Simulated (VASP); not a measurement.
## ZnH: relaxation of the atoms with RPBE

The system is ZnH.

```
CELL_PARAMETERS angstrom
0.00000 2.33471 2.33471
2.33471 0.00000 2.33471
2.33471 2.33471 0.00000
ATOMIC_POSITIONS crystal
Zn 0.00000 0.00000 0.00000
H 0.25000 0.25000 0.25000
```

The cell was built by a generator and needn't be a form met in nature.

```
Program                : VASP 6.6.1
Task                   : relaxation of the atoms
Functional             : RPBE
Potentials or basis    : VASP PAW PBE potentials, release 64 (Zn, H)
Cutoff                 : 520 eV
k mesh                 : 10 × 10 × 10
Occupations            : gaussian, width 0.05 eV
Spin                   : no spin polarisation
Further INCAR settings : ALGO = Fast; EDIFF = 1e-06; IBRION = 2; EDIFFG = -0.02; NSW = 40
```

```yaml
Pressure_after_relaxing: -3.5 GPa
Band_gap_on_the_k_mesh: none (metal or under the smearing width)
```

Final structure:
```
Zn H
1.0
     0.00000    2.33471    2.33471
     2.33471    0.00000    2.33471
     2.33471    2.33471    0.00000
Zn H
1 1
Direct
  0.00000 0.00000 0.00000
  0.25000 0.25000 0.25000
```

Levels at points of the mesh, in eV from the Fermi level:
```
           k point  band 4  band 5  band 6  band 7  band 8  band 9
(0.00, 0.00, 0.00)   -7.08   -6.91   -6.91    5.62   11.58   11.58
(0.50, 0.00, 0.00)   -6.80   -6.80   -4.99   -2.24    7.26    9.24
(0.50, 0.50, 0.00)   -6.79   -6.79   -4.21   -0.61    5.08    5.17
```

It took 21 s on 1 thread of AMD EPYC 7R43 64-Core Processor (Zen 3) (shared host), peak memory 0.12 GiB.

Caveat: the relaxation stopped at its first step, so nothing moved; the PAW data sets were made with another functional, which shifts forces and pressure a little.
